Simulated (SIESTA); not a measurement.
Crystal: BeS.

```
S Be
1.0
     0.00000    2.42500    2.42500
     2.42500    0.00000    2.42500
     2.42500    2.42500    0.00000
S Be
1 1
Cartesian
  3.6375 3.6375 3.6375
  0.0000 0.0000 0.0000
```

Program: SIESTA 5.4.2. Alike in all runs: no spin polarisation; cell as given; k mesh 9 × 9 × 9; smearing fermi-dirac 0.05 eV; grid cutoff 800 Ry; energy shift 0.003 Ry.

Problem. Order these runs on this cell by their pressure, lowest first.
A. level PBE; potentials or basis PseudoDojo 0.4 standard (PBE files), DZP (energy shift 0.003 Ry; two zetas on semicore shells); broadening (eV) 0.2 eV; window to (eV) 30 eV; polarisation unpolarized; direction 0.0 0.0 1.0; optical mesh offset true
B. level PBEsol; potentials or basis PseudoDojo 0.4 standard (PBEsol files), DZP (energy shift 0.003 Ry; two zetas on semicore shells)
C. level LDA; potentials or basis PseudoDojo 0.4 standard (LDA files), DZP (energy shift 0.003 Ry; two zetas on semicore shells)

Solution. C (-3.8 GPa), B (-1.0 GPa), A (1.9 GPa).

Caveats: short orbitals over semicore shells can move pressures by several GPa; the basis of atomic orbitals isn't converged, which shifts pressures, moduli and gaps; the basis holds too few empty states to meet the f-sum rule, so the spectrum is short of weight at high energy (some runs).
